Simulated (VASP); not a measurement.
# ZnS: self-consistent run, by functional and exact exchange

ZnS, F-43m (no. 216), 2 atoms in the cell.

| Functional | Exact exchange | Pressure (GPa) | Gap on the mesh (eV) | Time (s) |
|---|---|---|---|---|
| B97 | 0.1943 | 3.45 | 3.780 | 140 |
| hAPBE | 0.2 | 1.44 | 3.692 | 131 |
| B97-1 | 0.21 | 3.16 | 3.859 | 142 |
| B97-2 | 0.21 | 2.36 | 3.938 | 94 |
| X3LYP | 0.218 | 3.49 | 3.802 | 108 |
| HSE12s | 0.425 | 0.85 | 3.421 | 141 |
| PBE50 | 0.5 | -0.34 | 6.103 | 132 |
| BHandHLYP | 0.5 | 2.87 | 6.112 | 97 |

Limits: the k mesh is coarse, so the gap and the pressure can be far off.

## Input of the first row

INCAR.step1:
```
  PREC = Accurate
  ENCUT = 450
  EDIFF = 1E-5
  ISMEAR = 0
  SIGMA = 0.02
  LREAL = F
  LASPH = T
  ALGO = Normal
  NELM = 100
  ISIF = 2
  LWAVE = T
  LCHARG = F
  GGA = PE
```

INCAR.step2:
```
  PREC = Accurate
  ENCUT = 450
  EDIFF = 1E-6
  ISMEAR = 0
  SIGMA = 0.02
  LREAL = F
  LASPH = T
  ALGO = Normal
  NELM = 100
  ISIF = 2
  LWAVE = F
  LCHARG = F
  ISTART = 1
  LHFCALC = T
  AEXX = 0.1943
  PRECFOCK = Fast
  GGA = LIBXC
  LIBXC1 = HYB_GGA_XC_B97
```

KPOINTS:
```
k-points
0
Gamma
  4 4 4
```

POSCAR:
```
ZnS
1.0
    0.0000000000      2.7020000000      2.7020000000
    2.7020000000      0.0000000000      2.7020000000
    2.7020000000      2.7020000000      0.0000000000
Zn S
1 1
Direct
    0.7500000000      0.7500000000      0.7500000000
    0.0000000000      0.0000000000      0.0000000000
```

Commands (each step's output is kept before the next begins):
```
cat potpaw_PBE.64/Zn/POTCAR potpaw_PBE.64/S/POTCAR > POTCAR
cp INCAR.step1 INCAR
mpirun -np 1 vasp_std > vasp.out
cp INCAR.step2 INCAR
mpirun -np 1 vasp_std > vasp.out
```

Changes of the last row against the first:
```
(step 2)
- AEXX = 0.1943
- LIBXC1 = HYB_GGA_XC_B97
+ AEXX = 0.5
+ LIBXC1 = HYB_GGA_XC_BHANDHLYP
```

VASP 6.6.1 took 140 s on 1 core (Intel Xeon Platinum 8259CL @ 2.50GHz (Skylake/Cascade Lake)), a shared host.
